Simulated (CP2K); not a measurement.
TiSi2 in CP2K: the effect of dispersion

TiSi2:

```
CELL_PARAMETERS angstrom
6.98595 0.00000 0.00000
-6.09399 3.41567 0.00000
0.00000 0.00000 3.56517
ATOMIC_POSITIONS crystal
Ti 0.10312 0.89688 0.25000
Ti 0.89688 0.10312 0.75000
Si 0.75031 0.24969 0.25000
Si 0.24969 0.75031 0.75000
Si 0.44175 0.55825 0.25000
Si 0.55825 0.44175 0.75000
```

The cell comes from a database or a generator and needn't be the stable form of this composition.

Alike in all runs:

* Program: CP2K 2026.2
* Task: single point
* Functional: PBE
* Potentials or basis: POTENTIAL_UZH Ti GTH-PBE-q12, Si GTH-PBE-q4; DZVP-MOLOPT-PBE-GTH basis
* Density cutoff: 6123 eV
* k mesh: 8 × 8 × 8
* Occupations: fermi-dirac, width 0.05 eV
* Spin: no spin polarisation

**Question.** One run gave: pressure 0.6 GPa; largest force 0.20 eV/Å. Which dispersion did it use?
A. D3(BJ)+ATM
B. D3
C. rVV10
D. D4
E. D3(BJ)

**Answer.** C.

```tsv
dispersion	pressure (GPa)	largest force (eV/Å)
none	1.2	0.18
D2	-1.9	0.06
D3	-3.6	0.19
D3(BJ)	-5.0	0.17
D4	-3.1	0.17
rVV10	0.6	0.20
D3(BJ)+ATM	-4.2	0.17
```

Caveats: the basis of atomic orbitals isn't converged, which shifts pressures, moduli and gaps; pairwise dispersion overbinds metals, which lowers pressure and volume (some runs).

Not every run made on this cell is shown here.
